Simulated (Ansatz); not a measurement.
# Mercury, fcc under LDA: ground state and equation of state

The plan for mercury in the fcc structure: relax it, solve it on a dense k-mesh, switch on spin-orbit coupling, then scale the cell to 7 volumes from 88 to 112 % of the relaxed one and try a fit of the equation of state. The k-meshes are 12×12×12 for the relaxation; 20×20×20 for the dense run; 12×12×12 for spin-orbit coupling; 14×14×14 for the volumes.

Program: Ansatz 0.2.0. Level of theory: DFT LDA (PW92), plane waves (420 eV) with PAW, scalar-relativistic; PBE-made PAW files. These are calculated values, not measurements.

**1. The starting structure**

The structure is cubic, space group Fm-3m (No. 225). The conventional cell has a = 4.519 Å, b = 4.519 Å, c = 4.519 Å, α = 90.00°, β = 90.00°, γ = 90.00°. Hg (site symmetry m-3m) is surrounded by 12 Hg at 3.20 Å.

As a file:

```xyz
1
Lattice="0.0000 2.2596 2.2596 2.2596 0.0000 2.2596 2.2596 2.2596 0.0000" Properties=species:S:1:pos:R:3 pbc="T T T"
Hg    0.0000    0.0000    0.0000
```

**2. Geometry optimisation**

input.yaml

```yaml
crystal:
  lattice:
    - [0.0, 2.2595506664, 2.2595506664]
    - [2.2595506664, 0.0, 2.2595506664]
    - [2.2595506664, 2.2595506664, 0.0]
  atoms:
    - { symbol: Hg, position: [0.0, 0.0, 0.0] }
hamiltonian:
  xc: lda
  pseudopotentials:
    kind: paw
    azcp:
      Hg: "pseudopotentials/Hg.paw.azcp"
basis:
  ecutwfc: 420
  fft_grid_basis: typed
kpoints:
  mp_grid: { grid: [12, 12, 12], shift: [0, 0, 0] }
magnetization:
  spin_polarized: false
scf:
  occupations: { method: fermi_dirac, width: 0.1 }
relax:
  max_steps: 60
  f_tol: 0.01
  cell: {}
```

Started as:

```sh
$ ansatz run input.yaml --threads 2 --pin off --max-ram 5120MiB --backend cpu --events-out ev --progress --plain --runs-dir out
```

After this run come: The energy on a finer k-mesh; A two-component run at the same geometry; Equation of state: 88 %; Equation of state: 92 %; Equation of state: 96 %; Equation of state: 100 %; Equation of state: 104 %; Equation of state: 108 %; Equation of state: 112 %.

**Question.** What will these runs give? Wanted: space group; conventional cell; volume; shortest distance; gap on the mesh; relative to alpha-Hg; V₀, B₀, B₀′.

As calculated:

| quantity | value |
| --- | --- |
| space group (spins left aside) | Fm-3m (No. 225) |
| conventional cell | a = 4.450 Å |
| volume | 22.027 Å³/atom |
| shortest distance | 3.146 Å |
| gap on the mesh | none (levels filled in part) |
| relative to alpha-Hg (rhombohedral) | +28 meV/atom |
| V₀, B₀, B₀′ | 22.004 Å³/atom, 49 GPa, 7.9 |

**Reading.** The relaxation shrank the cell by 4.5 % in volume. Against the reference form of mercury (alpha-Hg (rhombohedral), computed apart with the same settings) it stands 28 meV/atom higher. No gap shows: it is a metal or semimetal at this level. The total energy of the spin-orbit run lies -39.0 eV/atom from the scalar one, but the two kinds of run don't share a zero of energy: only differences within one kind count. B₀ comes out at 49 GPa. Relaxation kept the symmetry; phonons were not checked.
